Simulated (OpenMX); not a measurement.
Crystal: V.

```
V
1.0
    -1.51435    1.51435    1.51435
     1.51435   -1.51435    1.51435
     1.51435    1.51435   -1.51435
V
1
Direct
  0.00000 0.00000 0.00000
```

Base run:

| Property | Result |
| --- | --- |
| Program | OpenMX 3.8.5 |
| Functional | PBE |
| Potentials or basis | OpenMX 2013 PBE set, V6.0-s3p2d2f1, grid cutoff 400 Ry |
| k mesh | 13 × 13 × 13 |
| Occupations | fermi-dirac, width 0.05 eV |
| Spin | collinear spin, ferromagnetic start |
| Starting moments | [2.0] μB |

Its results: pressure -5.3 GPa; net moment 0.00 μB per cell.

Task: The run is repeated on the same cell with these changes: potentials or basis from OpenMX 2013 PBE set, V6.0-s3p2d2f1, grid cutoff 400 Ry to OpenMX 2013 PBE set, V6.0-s2p2d1, grid cutoff 400 Ry. What comes out?

Result: Pressure -9.8 GPa; net moment 0.00 μB per cell.

Caveats: the basis of atomic orbitals isn't converged, which shifts pressures, moduli and gaps; the transition metal has a single d function, too few for pressures, volumes and moments (some runs).
